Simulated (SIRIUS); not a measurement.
# Al (Fm-3m) in SIRIUS: convergence with k mesh, part 2 of 2

SIRIUS 7.12.0. Earlier steps stand in the parts before.

### 5 With k mesh 7 × 7 × 7

sirius.json reads:

```json
{
  "control": {
    "processing_unit": "cpu",
    "std_evp_solver_name": "lapack",
    "gen_evp_solver_name": "lapack",
    "verbosity": 2,
    "print_forces": true,
    "ortho_rf": true,
    "use_second_variation": true,
    "rmt_max": 3.0,
    "num_bands_to_print": 12,
    "save_wf": true
  },
  "parameters": {
    "electronic_structure_method": "full_potential_lapwlo",
    "xc_functionals": ["XC_GGA_X_PBE_SOL", "XC_GGA_C_PBE_SOL"],
    "core_relativity": "dirac",
    "valence_relativity": "iora",
    "num_fv_states": 12,
    "smearing": "fermi_dirac",
    "smearing_width": 0.0018374661,
    "pw_cutoff": 20,
    "gk_cutoff": 3.41,
    "lmax_apw": 10,
    "lmax_rho": 8,
    "lmax_pot": 8,
    "num_mag_dims": 0,
    "auto_rmt": 0,
    "ngridk": [7, 7, 7],
    "shiftk": [0, 0, 0],
    "num_dft_iter": 80,
    "energy_tol": 1e-07,
    "density_tol": 1e-05,
    "use_symmetry": true
  },
  "settings": {"tol_ne": 1e-10},
  "iterative_solver": {"type": "exact"},
  "mixer": {"type": "anderson", "beta": 0.5, "max_history": 8},
  "unit_cell": {
    "lattice_vectors": [[0.0, 3.8263269058, 3.8263269058], [3.8263269058, 0.0, 3.8263269058], [3.8263269058, 3.8263269058, 0.0]],
    "atom_types": ["Al"],
    "atom_files": {"Al": "Al.json"},
    "atoms": {"Al": [[0.0, 0.0, 0.0]]}
  }
}
```

Al.json reads:

```json
{
  "name": "aluminium",
  "symbol": "Al",
  "number": 13,
  "mass": 26.9815386,
  "rmin": 1e-06,
  "rmt": 2.29,
  "nrmt": 800,
  "rinf": 20.43,
  "core": "1s",
  "valence": [
    {"basis": [{"enu": 0.07, "dme": 0, "n": 0, "auto": 0}, {"enu": 0.07, "dme": 1, "n": 0, "auto": 0}]},
    {"l": 0, "n": 1, "basis": [{"enu": 0.1274, "dme": 0, "n": 0, "auto": 0}]},
    {"l": 1, "n": 2, "basis": [{"enu": 0.17, "dme": 0, "n": 0, "auto": 0}]},
    {"l": 2, "n": 3, "basis": [{"enu": 0.17, "dme": 0, "n": 0, "auto": 0}]},
    {"l": 3, "n": 4, "basis": [{"enu": 0.17, "dme": 0, "n": 0, "auto": 0}]}
  ],
  "lo": [
    {
      "l": 0,
      "basis": [{"enu": 0.1274, "dme": 0, "n": 0, "auto": 0}, {"enu": 0.1274, "dme": 1, "n": 0, "auto": 0}]
    },
    {
      "l": 0,
      "basis": [{"enu": -3.675, "dme": 0, "n": 2, "auto": 1}, {"enu": -3.675, "dme": 1, "n": 2, "auto": 1}]
    },
    {
      "l": 0,
      "basis": [{"enu": -3.675, "dme": 1, "n": 2, "auto": 1}, {"enu": 0.1274, "dme": 0, "n": 0, "auto": 0}]
    },
    {
      "l": 0,
      "basis": [{"enu": 0.1274, "dme": 0, "n": 0, "auto": 0}, {"enu": 3.1784, "dme": 0, "n": 0, "auto": 0}]
    },
    {"l": 1, "basis": [{"enu": 0.17, "dme": 0, "n": 0, "auto": 0}, {"enu": 0.17, "dme": 1, "n": 0, "auto": 0}]},
    {
      "l": 1,
      "basis": [{"enu": -2.2897, "dme": 0, "n": 2, "auto": 1}, {"enu": -2.2897, "dme": 1, "n": 2, "auto": 1}]
    },
    {
      "l": 1,
      "basis": [{"enu": -2.2897, "dme": 1, "n": 2, "auto": 1}, {"enu": 0.17, "dme": 0, "n": 0, "auto": 0}]
    },
    {"l": 1, "basis": [{"enu": 0.17, "dme": 0, "n": 0, "auto": 0}, {"enu": 3.6787, "dme": 0, "n": 0, "auto": 0}]},
    {"l": 2, "basis": [{"enu": 0.17, "dme": 0, "n": 0, "auto": 0}, {"enu": 0.17, "dme": 1, "n": 0, "auto": 0}]},
    {"l": 2, "basis": [{"enu": 0.17, "dme": 1, "n": 0, "auto": 0}, {"enu": 0.17, "dme": 2, "n": 0, "auto": 0}]},
    {"l": 2, "basis": [{"enu": 0.17, "dme": 0, "n": 0, "auto": 0}, {"enu": 3.1448, "dme": 0, "n": 0, "auto": 0}]},
    {"l": 3, "basis": [{"enu": 0.17, "dme": 0, "n": 0, "auto": 0}, {"enu": 0.17, "dme": 1, "n": 0, "auto": 0}]}
  ],
  "free_atom": [... radial grid and density of the free atom, the start of the SCF ...]
}
```

sirius_start.json reads:

```json
{
  "control": {
    "processing_unit": "cpu",
    "std_evp_solver_name": "lapack",
    "gen_evp_solver_name": "lapack",
    "verbosity": 1,
    "print_forces": false,
    "ortho_rf": true,
    "use_second_variation": true,
    "rmt_max": 3.0,
    "num_bands_to_print": 12,
    "save_wf": false
  },
  "parameters": {
    "electronic_structure_method": "full_potential_lapwlo",
    "xc_functionals": ["XC_LDA_X", "XC_LDA_C_PW"],
    "core_relativity": "dirac",
    "valence_relativity": "iora",
    "num_fv_states": 12,
    "smearing": "fermi_dirac",
    "smearing_width": 0.0055123983,
    "pw_cutoff": 20,
    "gk_cutoff": 2.72,
    "lmax_apw": 10,
    "lmax_rho": 8,
    "lmax_pot": 8,
    "num_mag_dims": 0,
    "auto_rmt": 0,
    "ngridk": [3, 3, 3],
    "shiftk": [0, 0, 0],
    "num_dft_iter": 30,
    "energy_tol": 0.01,
    "density_tol": 0.05,
    "use_symmetry": true
  },
  "settings": {"tol_ne": 1e-10},
  "iterative_solver": {"type": "exact"},
  "mixer": {"type": "anderson", "beta": 0.5, "max_history": 8},
  "unit_cell": {
    "lattice_vectors": [[0.0, 3.8263269058, 3.8263269058], [3.8263269058, 0.0, 3.8263269058], [3.8263269058, 3.8263269058, 0.0]],
    "atom_types": ["Al"],
    "atom_files": {"Al": "Al.json"},
    "atoms": {"Al": [[0.0, 0.0, 0.0]]}
  }
}
```

Launch:

```bash
> OMP_NUM_THREADS=1 sirius.scf --input=sirius_start.json --output=start.json
> OMP_NUM_THREADS=1 sirius.scf --input=sirius.json --output=output.json --task=1
```

It took 11 s on 1 thread of Arm Neoverse V1, shared host; peak memory 0.25 GiB.

What came out:

| Property | Result |
| --- | --- |
| Free energy | -6594.6246 eV |
| Band gap on the k mesh | none (metal or under the smearing width) |
| All electrons inside the program's atomic spheres | Al 11.38 (radii Al 2.29 bohr) |

### 6 With k mesh 9 × 9 × 9

Edit sirius.json of step 5 so:

```diff
@@ -28,3 +28,3 @@
     "auto_rmt": 0,
-    "ngridk": [7, 7, 7],
+    "ngridk": [9, 9, 9],
     "shiftk": [0, 0, 0],
```

Al.json reads:

```json
{
  "name": "aluminium",
  "symbol": "Al",
  "number": 13,
  "mass": 26.9815386,
  "rmin": 1e-06,
  "rmt": 2.29,
  "nrmt": 800,
  "rinf": 20.43,
  "core": "1s",
  "valence": [
    {"basis": [{"enu": 0.05, "dme": 0, "n": 0, "auto": 0}, {"enu": 0.05, "dme": 1, "n": 0, "auto": 0}]},
    {"l": 0, "n": 1, "basis": [{"enu": 0.1073, "dme": 0, "n": 0, "auto": 0}]},
    {"l": 1, "n": 2, "basis": [{"enu": 0.15, "dme": 0, "n": 0, "auto": 0}]},
    {"l": 2, "n": 3, "basis": [{"enu": 0.15, "dme": 0, "n": 0, "auto": 0}]},
    {"l": 3, "n": 4, "basis": [{"enu": 0.15, "dme": 0, "n": 0, "auto": 0}]}
  ],
  "lo": [
    {
      "l": 0,
      "basis": [{"enu": 0.1073, "dme": 0, "n": 0, "auto": 0}, {"enu": 0.1073, "dme": 1, "n": 0, "auto": 0}]
    },
    {
      "l": 0,
      "basis": [{"enu": -3.695, "dme": 0, "n": 2, "auto": 1}, {"enu": -3.695, "dme": 1, "n": 2, "auto": 1}]
    },
    {
      "l": 0,
      "basis": [{"enu": -3.695, "dme": 1, "n": 2, "auto": 1}, {"enu": 0.1073, "dme": 0, "n": 0, "auto": 0}]
    },
    {
      "l": 0,
      "basis": [{"enu": 0.1073, "dme": 0, "n": 0, "auto": 0}, {"enu": 3.1584, "dme": 0, "n": 0, "auto": 0}]
    },
    {"l": 1, "basis": [{"enu": 0.15, "dme": 0, "n": 0, "auto": 0}, {"enu": 0.15, "dme": 1, "n": 0, "auto": 0}]},
    {
      "l": 1,
      "basis": [{"enu": -2.3097, "dme": 0, "n": 2, "auto": 1}, {"enu": -2.3097, "dme": 1, "n": 2, "auto": 1}]
    },
    {
      "l": 1,
      "basis": [{"enu": -2.3097, "dme": 1, "n": 2, "auto": 1}, {"enu": 0.15, "dme": 0, "n": 0, "auto": 0}]
    },
    {"l": 1, "basis": [{"enu": 0.15, "dme": 0, "n": 0, "auto": 0}, {"enu": 3.6587, "dme": 0, "n": 0, "auto": 0}]},
    {"l": 2, "basis": [{"enu": 0.15, "dme": 0, "n": 0, "auto": 0}, {"enu": 0.15, "dme": 1, "n": 0, "auto": 0}]},
    {"l": 2, "basis": [{"enu": 0.15, "dme": 1, "n": 0, "auto": 0}, {"enu": 0.15, "dme": 2, "n": 0, "auto": 0}]},
    {"l": 2, "basis": [{"enu": 0.15, "dme": 0, "n": 0, "auto": 0}, {"enu": 3.1248, "dme": 0, "n": 0, "auto": 0}]},
    {"l": 3, "basis": [{"enu": 0.15, "dme": 0, "n": 0, "auto": 0}, {"enu": 0.15, "dme": 1, "n": 0, "auto": 0}]}
  ],
  "free_atom": [... radial grid and density of the free atom, the start of the SCF ...]
}
```

Edit sirius_start.json of step 5 so:

```diff
@@ -28,3 +28,3 @@
     "auto_rmt": 0,
-    "ngridk": [3, 3, 3],
+    "ngridk": [4, 4, 4],
     "shiftk": [0, 0, 0],
```

Potentials or basis: all-electron FP-LAPW, apw+lo standard.

Launch:

```bash
> OMP_NUM_THREADS=1 sirius.scf --input=sirius_start.json --output=start.json
> OMP_NUM_THREADS=1 sirius.scf --input=sirius.json --output=output.json --task=1
```

Wall time 11 s (1 thread of Arm Neoverse V1, shared host); peak memory 0.26 GiB.

Results:

- Free energy: -6594.5495 eV
- Band gap on the k mesh: none (metal or under the smearing width)
- All electrons inside the program's atomic spheres: Al 11.38 (radii Al 2.29 bohr)

### 7 With k mesh 11 × 11 × 11

Edit sirius.json of step 6 so:

```diff
@@ -28,3 +28,3 @@
     "auto_rmt": 0,
-    "ngridk": [9, 9, 9],
+    "ngridk": [11, 11, 11],
     "shiftk": [0, 0, 0],
```

Al.json is that of step 6.

sirius_start.json is that of step 6.

Launch:

```bash
> OMP_NUM_THREADS=1 sirius.scf --input=sirius_start.json --output=start.json
> OMP_NUM_THREADS=1 sirius.scf --input=sirius.json --output=output.json --task=1
```

Wall time 12 s (1 thread of Arm Neoverse V1, shared host); peak memory 0.28 GiB.

Results (log left out):

```
Free energy                                       : -6594.5869 eV
Band gap on the k mesh                            : none (metal or under the smearing width)
All electrons inside the program's atomic spheres : Al 11.38 (radii Al 2.29 bohr)
```

### 8 With k mesh 14 × 14 × 14

Edit sirius.json of step 7 so:

```diff
@@ -28,3 +28,3 @@
     "auto_rmt": 0,
-    "ngridk": [11, 11, 11],
+    "ngridk": [14, 14, 14],
     "shiftk": [0, 0, 0],
```

Al.json reads:

```json
{
  "name": "aluminium",
  "symbol": "Al",
  "number": 13,
  "mass": 26.9815386,
  "rmin": 1e-06,
  "rmt": 2.29,
  "nrmt": 800,
  "rinf": 20.43,
  "core": "1s",
  "valence": [
    {"basis": [{"enu": 0.08, "dme": 0, "n": 0, "auto": 0}, {"enu": 0.08, "dme": 1, "n": 0, "auto": 0}]},
    {"l": 0, "n": 1, "basis": [{"enu": 0.1374, "dme": 0, "n": 0, "auto": 0}]},
    {"l": 1, "n": 2, "basis": [{"enu": 0.18, "dme": 0, "n": 0, "auto": 0}]},
    {"l": 2, "n": 3, "basis": [{"enu": 0.18, "dme": 0, "n": 0, "auto": 0}]},
    {"l": 3, "n": 4, "basis": [{"enu": 0.18, "dme": 0, "n": 0, "auto": 0}]}
  ],
  "lo": [
    {
      "l": 0,
      "basis": [{"enu": 0.1374, "dme": 0, "n": 0, "auto": 0}, {"enu": 0.1374, "dme": 1, "n": 0, "auto": 0}]
    },
    {
      "l": 0,
      "basis": [{"enu": -3.665, "dme": 0, "n": 2, "auto": 1}, {"enu": -3.665, "dme": 1, "n": 2, "auto": 1}]
    },
    {
      "l": 0,
      "basis": [{"enu": -3.665, "dme": 1, "n": 2, "auto": 1}, {"enu": 0.1374, "dme": 0, "n": 0, "auto": 0}]
    },
    {
      "l": 0,
      "basis": [{"enu": 0.1374, "dme": 0, "n": 0, "auto": 0}, {"enu": 3.1884, "dme": 0, "n": 0, "auto": 0}]
    },
    {"l": 1, "basis": [{"enu": 0.18, "dme": 0, "n": 0, "auto": 0}, {"enu": 0.18, "dme": 1, "n": 0, "auto": 0}]},
    {
      "l": 1,
      "basis": [{"enu": -2.2797, "dme": 0, "n": 2, "auto": 1}, {"enu": -2.2797, "dme": 1, "n": 2, "auto": 1}]
    },
    {
      "l": 1,
      "basis": [{"enu": -2.2797, "dme": 1, "n": 2, "auto": 1}, {"enu": 0.18, "dme": 0, "n": 0, "auto": 0}]
    },
    {"l": 1, "basis": [{"enu": 0.18, "dme": 0, "n": 0, "auto": 0}, {"enu": 3.6887, "dme": 0, "n": 0, "auto": 0}]},
    {"l": 2, "basis": [{"enu": 0.18, "dme": 0, "n": 0, "auto": 0}, {"enu": 0.18, "dme": 1, "n": 0, "auto": 0}]},
    {"l": 2, "basis": [{"enu": 0.18, "dme": 1, "n": 0, "auto": 0}, {"enu": 0.18, "dme": 2, "n": 0, "auto": 0}]},
    {"l": 2, "basis": [{"enu": 0.18, "dme": 0, "n": 0, "auto": 0}, {"enu": 3.1548, "dme": 0, "n": 0, "auto": 0}]},
    {"l": 3, "basis": [{"enu": 0.18, "dme": 0, "n": 0, "auto": 0}, {"enu": 0.18, "dme": 1, "n": 0, "auto": 0}]}
  ],
  "free_atom": [... radial grid and density of the free atom, the start of the SCF ...]
}
```

Edit sirius_start.json of step 7 so:

```diff
@@ -28,3 +28,3 @@
     "auto_rmt": 0,
-    "ngridk": [4, 4, 4],
+    "ngridk": [6, 6, 6],
     "shiftk": [0, 0, 0],
```

Launch:

```bash
> OMP_NUM_THREADS=1 sirius.scf --input=sirius_start.json --output=start.json
> OMP_NUM_THREADS=1 sirius.scf --input=sirius.json --output=output.json --task=1
```

Run time: 14 s. Hardware: 1 thread of Arm Neoverse V1, shared host; peak memory 0.32 GiB.

Results (log left out):

* Free energy: -6594.5711 eV
* Band gap on the k mesh: none (metal or under the smearing width)
* All electrons inside the program's atomic spheres: Al 11.38 (radii Al 2.29 bohr)

### 9 Result

| k mesh | energy less the tightest run, at zero smearing (meV/atom) | SCF cycles | CPU time (s) | peak memory (GiB) |
| --- | --- | --- | --- | --- |
| 2 × 2 × 2 | -675.61 | 6 | 9.8 | 0.24 |
| 3 × 3 × 3 | 572.52 | 6 | 9.9 | 0.24 |
| 5 × 5 × 5 | 50.70 | 5 | 10 | 0.24 |
| 7 × 7 × 7 | -53.10 | 5 | 11 | 0.25 |
| 9 × 9 × 9 | 22.10 | 5 | 11 | 0.26 |
| 11 × 11 × 11 | -15.90 | 5 | 12 | 0.28 |
| 14 × 14 × 14 | 0.00 | 5 | 14 | 0.32 |

Not settled before the last step: the energy (to 1 meV/atom). Meshes of other sizes hit other points, so gaps and Fermi surfaces needn't settle smoothly. The tightest run that finished is the yardstick and may itself not be fully converged.
